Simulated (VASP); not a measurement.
TiO2, 12 atoms in the cell. Symmetry: C2/m, No. 12, monoclinic system. Conventional cell: a = 12.160 Å, b = 3.730 Å, c = 6.533 Å, α = 90.00°, β = 106.96°, γ = 90.00°. Ti (site symmetry m) has 5 O at 1.76 to 2.01 Å as nearest neighbours. Ti (site symmetry m) is surrounded by 6 O at 1.85 to 2.12 Å. O (site symmetry m) has 3 Ti at 1.85 to 2.12 Å as nearest neighbours. O (site symmetry m) has 3 Ti at 1.92 to 2.01 Å as nearest neighbours. O (site symmetry m) is surrounded by 2 Ti at 1.76 to 1.85 Å. Around O (site symmetry m) lie 3 Ti at 1.95 to 2.12 Å. The cell comes from a database or a generator and needn't be the stable form of this composition. The cell isn't the ideal one: relaxed again under DFT PBEsol, scalar-relativistic, plane waves, PAW.

```yaml
Program: VASP 6.6.1
Task: single point
Functional: PBEsol
Potentials_or_basis: VASP PAW PBE potentials, release 64 (Ti_sv, O)
Cutoff: 520 eV
k_mesh: 6 × 6 × 4
Occupations: gaussian, width 0.02 eV
Spin: no spin polarisation
Dipole_correction: no
Further_INCAR_settings: ALGO = Fast; EDIFF = 1e-07; NBANDS = 60
```

Potentials or basis: VASP PAW PBE potentials, release 64 (Ti_sv, O).

The run is started by

```sh
$ cat potpaw_PBE.64/Ti_sv/POTCAR potpaw_PBE.64/O/POTCAR > POTCAR
$ mpirun -np 1 vasp_std > vasp.out
```

Hardware: 1 thread of Intel(R) Xeon(R) Platinum 8488C (Sapphire Rapids), with other jobs on the host.

Question: How long does it take, and how much memory?

Answer: Run time: 32 min on 1 thread of Intel(R) Xeon(R) Platinum 8488C (Sapphire Rapids), on a shared host, peak memory 0.5 GiB. Counts: scf iterations 34, k points 47.
